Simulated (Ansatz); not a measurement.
The system is Pt.

```
CELL_PARAMETERS angstrom
-1.58422 1.58422 1.58422
1.58422 -1.58422 1.58422
1.58422 1.58422 -1.58422
ATOMIC_POSITIONS crystal
Pt 0.00000 0.00000 0.00000
```

This isn't the form of Pt at room conditions, which is fcc.

```yaml
Program: Ansatz 0.2.0
Task: single point
Functional: PBE
Potentials_or_basis: all-electron LAPW, scalar-relativistic
Cutoff: 277 eV (chosen from the basis error)
Basis_error_allowed: 0.001 eV/atom
k_mesh: 12 × 12 × 12
Occupations: fermi-dirac, width 0.05 eV
Spin: no spin polarisation
```

On this cell: pressure -1.4 GPa; band gap on the k mesh none (metal or under the smearing width).

The same run follows on a disturbed copy (cell strained at random at fixed volume):

```
Pt
1.0
    -1.51792    1.61257    1.57266
     1.58438   -1.59122    1.61776
     1.52358    1.59687   -1.55131
Pt
1
Cartesian
  -0.0144 -0.0257 -0.0143
```

Question: What does the disturbed cell give?

Answer: The energy (extrapolated to zero smearing) moves by +12.3 meV/atom; pressure -0.9 GPa; band gap on the k mesh none (metal or under the smearing width).

Stress tensor (GPa, compression positive):
```
-2.39 -0.15 -5.97
-0.15  0.34 -2.04
-5.97 -2.04 -0.52
```
